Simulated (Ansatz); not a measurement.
**Pd in Ansatz: the effect of functional**

The system is Pd.

```
Pd
1.0
    -1.58269    1.58269    1.58269
     1.58269   -1.58269    1.58269
     1.58269    1.58269   -1.58269
Pd
1
Cartesian
  0.0000 0.0000 0.0000
```

This isn't the form of Pd at room conditions, which is fcc.

The cell isn't the ideal one: volume scaled by 1.02.

Alike in all runs:

* Program: Ansatz 0.2.0
* Task: single point
* Potentials or basis: Ansatz PAW
* k mesh: 12 × 12 × 12
* Occupations: fermi-dirac, width 0.05 eV
* Spin: no spin polarisation

| functional | cutoff | pressure (GPa) |
| --- | --- | --- |
| LDA | 420 eV (not typed: the program's choice for these potentials) | -17.8 |
| PBEsol | 420 eV (not typed: the program's choice for these potentials) | ? |
| r2SCAN | 500 eV (not typed: the program's choice for these potentials) | -8.4 |

**Question.** What does the run with functional PBEsol give?

**Answer.** Pressure -12.6 GPa.

Caveats: the PAW data sets come from PBE, with cores solved anew for the run's functional, which leaves a small shift of forces and pressure.
